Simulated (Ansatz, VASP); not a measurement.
One calculation of Br, two programs

The input INCAR:

```
SYSTEM = Br
ALGO = Normal ; EDIFF = 1E-7
ENCUT = 520 ; GGA = PS
ISIF = 2 ; ISMEAR = -1
LASPH = .True. ; LCHARG = .False.
LREAL = .False. ; LWAVE = .False.
NBANDS = 22 ; NELM = 80
PREC = Accurate ; SIGMA = 0.05
```

File KPOINTS:

```
k-points
0
Gamma
  7 7 3
  0 0 0
```

POSCAR

```
Br
1.0
    3.2945929801     -2.2751377168      0.0000000000
    3.2945929801      2.2751377168      0.0000000000
    0.0000000000      0.0000000000      8.5246521939
Br
4
Direct
    0.3651000000      0.6349000000      0.3901000000
    0.1349000000      0.8651000000      0.8901000000
    0.6349000000      0.3651000000      0.6099000000
    0.8651000000      0.1349000000      0.1099000000
```

File input.yaml:

```yaml
crystal:
  lattice:
    - [3.2945929801, -2.2751377168, 0.0]
    - [3.2945929801, 2.2751377168, 0.0]
    - [0.0, 0.0, 8.5246521939]
  atoms:
    - { symbol: Br, position: [0.3651, 0.6349, 0.3901] }
    - { symbol: Br, position: [0.1349, 0.8651, 0.8901] }
    - { symbol: Br, position: [0.6349, 0.3651, 0.6099] }
    - { symbol: Br, position: [0.8651, 0.1349, 0.1099] }
kpoints:
  mp_grid: { grid: [7, 7, 3] }
scf:
  occupations: { method: fermi_dirac, width: 0.05 }
hamiltonian:
  xc: pbesol
  pseudopotentials: { kind: all_electron, lapw: { basis_error: 0.002 } }
output:
  forces: true
  stress: true
  eigenvalues: true
```

Change from the starting cell: volume scaled by 0.94.

Alike in both runs: task single point; functional PBEsol; k mesh 7 × 7 × 3; occupations fermi-dirac, width 0.05 eV; no spin polarisation.

```csv
,VASP,Ansatz
version,VASP 6.6.1,Ansatz 0.2.0
potentials or method,"VASP PAW PBE potentials, release 64 (Br)","all-electron LAPW, scalar-relativistic"
plane-wave cutoff (eV),520,see its input
```

Ansatz gave:

```
gap on the k mesh at the Fermi level (eV)       : 2.04
least direct gap on the mesh (eV)               : 2.06
pressure (GPa)                                  : 2.1
largest component of the traceless stress (GPa) : 2.55
rms of the force components (eV/Å)              : 0.863
```

Task: What did VASP give for the same quantities?

Result: gap on the k mesh at the Fermi level (eV): 2.03; least direct gap on the mesh (eV): 2.05; pressure (GPa): 2.1; largest component of the traceless stress (GPa): 2.62; rms of the force components (eV/Å): 0.884.

Atom by atom the forces differ by 0.020 eV/Å (rms over components). Ansatz ran all-electron here, so the differences hold the error of VASP's frozen core and of both bases.

Caveats: an odd mesh through Γ misses points on the zone boundary, where band edges often lie; the PAW data sets were made with another functional, which shifts forces and pressure a little (VASP); forces of over 1 eV/Å show positions far from the minimum, so gaps and moduli don't describe the material at rest (Ansatz).
